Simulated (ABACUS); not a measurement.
The system is Sn.

```
Sn
1.0
    -2.94014    2.94014    1.59930
     2.94014   -2.94014    1.59930
     2.94014    2.94014   -1.59930
Sn
2
Direct
  0.00000 0.00000 0.00000
  0.75000 0.25000 0.50000
```

Base run:

* Program: ABACUS 3.10.1
* Functional: PBEsol
* Potentials or basis: GBRV ultrasoft 1.5 PBE
* Cutoff: 544 eV
* Density cutoff: 4354 eV
* Basis: plane waves
* k mesh: 7 × 7 × 7
* Occupations: fermi-dirac, width 0.05 eV
* Spin: no spin polarisation

Its results: band gap on the k mesh none (metal or under the smearing width); pressure -1.7 GPa.

Question: The run is repeated on the same cell with these changes: functional from PBEsol to LDA; potentials or basis from GBRV ultrasoft 1.5 PBE to GBRV ultrasoft 1.5 LDA. What comes out?

Answer: Band gap on the k mesh none (metal or under the smearing width); pressure -3.1 GPa.

Caveats: the potentials were made for another functional, which shifts forces and pressure (some runs).

Not every run made on this cell is shown here.
